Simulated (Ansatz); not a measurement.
Computed with DFT PBE, scalar-relativistic, plane waves, PAW in Ansatz 0.2.0. All cells share a 420 eV cutoff and Γ-centred k meshes spaced at most about 0.3 Å⁻¹ (about 0.25 or finer for metals, 2π included). No spin polarisation.

All energies are static (0 K, no zero-point motion).

Question: Which of these relaxed structures of Ti₄C₃ is the lowest in energy?
1.

```
CELL_PARAMETERS angstrom
-3.33991 3.33991 3.33991
3.33991 -3.33991 3.33991
3.33991 3.33991 -3.33991
ATOMIC_POSITIONS crystal
Ti 0.00000 0.88770 0.50000
Ti 0.88770 0.50000 0.00000
Ti 0.50000 0.00000 0.38770
Ti 0.50000 0.00000 0.88770
Ti 0.00000 0.38770 0.50000
Ti 0.38770 0.50000 0.00000
Ti 0.61230 0.61230 0.61230
Ti 0.11230 0.11230 0.11230
C 0.75000 0.87500 0.12500
C 0.87500 0.12500 0.75000
C 0.12500 0.75000 0.87500
C 0.62500 0.37500 0.25000
C 0.37500 0.25000 0.62500
C 0.25000 0.62500 0.37500
```

2.

```
CELL_PARAMETERS angstrom
5.59328 -1.55082 0.00000
5.59328 1.55082 0.00000
-2.42433 0.00000 4.67369
ATOMIC_POSITIONS crystal
Ti 0.13159 0.13159 0.45965
Ti 0.86841 0.86841 0.54035
Ti 0.37136 0.37136 0.02525
Ti 0.62864 0.62864 0.97475
C 0.26212 0.26212 0.26625
C 0.73788 0.73788 0.73375
C 0.00000 0.00000 0.00000
```

3.

```
CELL_PARAMETERS angstrom
1.54731 0.89334 9.77834
-1.54731 0.89334 9.77834
0.00000 -1.78668 9.77834
ATOMIC_POSITIONS crystal
Ti 0.12220 0.12220 0.12220
Ti 0.62605 0.62605 0.62605
Ti 0.87780 0.87780 0.87780
Ti 0.37395 0.37395 0.37395
C 0.75323 0.75323 0.75323
C 0.00000 0.00000 0.00000
C 0.24677 0.24677 0.24677
```

4.

```
CELL_PARAMETERS angstrom
-2.15558 2.15558 4.34854
2.15558 -2.15558 4.34854
2.15558 2.15558 -4.34854
ATOMIC_POSITIONS crystal
Ti 0.00000 0.50000 0.50000
Ti 0.76311 0.76311 0.00000
Ti 0.23689 0.23689 0.00000
Ti 0.50000 0.00000 0.50000
C 0.25000 0.75000 0.50000
C 0.75000 0.25000 0.50000
C 0.00000 0.00000 0.00000
```

Answer: 3. The next of these, cell 4, lies 12 meV/atom higher. Forms: cell 3 R-3m; cell 4 I4/mmm; cell 2 C2/m; cell 1 I-43d. Counting C atoms around Ti (those within 1.25 times the shortest such distance or 1.15 times the sum of covalent radii, 1.27 where that leaves under three; a plus sign parts nearer from farther groups; a slash parts the counts of unlike sites): cell 3 has Ti 3/6; cell 4 has Ti 4/5; cell 2 has Ti 4/5; cell 1 has Ti 3+3. All come from invented guesses.

The k mesh leaves some 4 meV/atom of noise in the energy of each metallic cell. Cells relaxed within their symmetry can be saddle points. Some candidate types were left out of the draw beforehand, so a known form may be missing.
